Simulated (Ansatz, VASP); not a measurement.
## One calculation of Sc, two programs

```
Sc
1.0
     3.35254    0.00000    0.00000
    -1.67627    2.90339    0.00000
     0.00000    0.00000    5.34269
Sc
2
Direct
  0.66667 0.33333 0.75000
  0.33333 0.66667 0.25000
```

Change from the starting cell: volume scaled by 1.04.

Alike in both runs: task single point; functional LDA; k mesh 9 × 9 × 5; occupations fermi-dirac, width 0.05 eV; no spin polarisation.

|  | VASP | Ansatz |
| --- | --- | --- |
| version | VASP 6.6.1 | Ansatz 0.2.0 |
| potentials or method | VASP PAW LDA potentials, release 64 (Sc_sv), cutoff 520 eV | all-electron LAPW, scalar-relativistic |

```csv
,VASP,Ansatz,Ansatz less VASP
gap on the k mesh at the Fermi level (eV),none,none,-
pressure (GPa),-6.8,-6.8,-0.02
largest component of the traceless stress (GPa),1.01,1.02,+0.002
```

A gap of «none» marks a metal or a gap that the smearing closes. Ansatz ran all-electron here, so the differences hold the error of VASP's frozen core and of both bases.
